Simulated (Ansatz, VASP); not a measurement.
## One calculation of InAs, two programs

INCAR

```
PREC = Accurate
ENCUT = 520
EDIFF = 1E-6
ISMEAR = -1
SIGMA = 0.1
LREAL = F
LASPH = T
NELM = 80
ALGO = Normal
ISIF = 2
LWAVE = F
LCHARG = F
GGA = PE
NBANDS = 16
```

The input KPOINTS:

```
regular mesh
0
Gamma
  13 13 13
```

File POSCAR:

```
InAs
1.0
    0.0000000000      2.4784792208      2.4784792208
    2.4784792208      0.0000000000      2.4784792208
    2.4784792208      2.4784792208      0.0000000000
In As
1 1
Direct
    0.0000000000      0.0000000000      0.0000000000
    0.5000000000      0.5000000000      0.5000000000
```

Input for Ansatz:

```yaml
crystal:
  lattice:
    - [0.0, 2.4784792208, 2.4784792208]
    - [2.4784792208, 0.0, 2.4784792208]
    - [2.4784792208, 2.4784792208, 0.0]
  atoms:
    - { symbol: In, position: [0.0, 0.0, 0.0] }
    - { symbol: As, position: [0.5, 0.5, 0.5] }
kpoints:
  mp_grid: { grid: [13, 13, 13] }
scf:
  occupations: { method: fermi_dirac, width: 0.1 }
hamiltonian:
  xc: pbe
  pseudopotentials: { kind: paw }
output:
  forces: true
  stress: true
  eigenvalues: true
  populations: true
  write_density: true
  write_potential: true
  elf: true
  volumetric_format: npy
```

Change from the starting cell: volume scaled by 0.64, PAW files.

Alike in both runs: task single point; functional PBE; k mesh 13 × 13 × 13; occupations fermi-dirac, width 0.1 eV; no spin polarisation.

|  | VASP | Ansatz |
| --- | --- | --- |
| version | VASP 6.6.1 | Ansatz 0.2.0 |
| potentials or method | VASP PAW PBE potentials, release 64 (In_d, As) | PAW with Ansatz's default frozen-core files, scalar-relativistic |
| plane-wave cutoff (eV) | 520 | 420 |
| valence electrons in the cell | 18 | 28 |

```tsv
	VASP	Ansatz	Ansatz less VASP
pressure (GPa)	80.0	79.2	-0.79
```

The two sets of potentials don't hold the same shells in valence.

Caveats: the cell as given lies far from equilibrium; so large a pressure means that the cell lies far from this level's equilibrium, or that cutoff or potentials fall short (VASP).
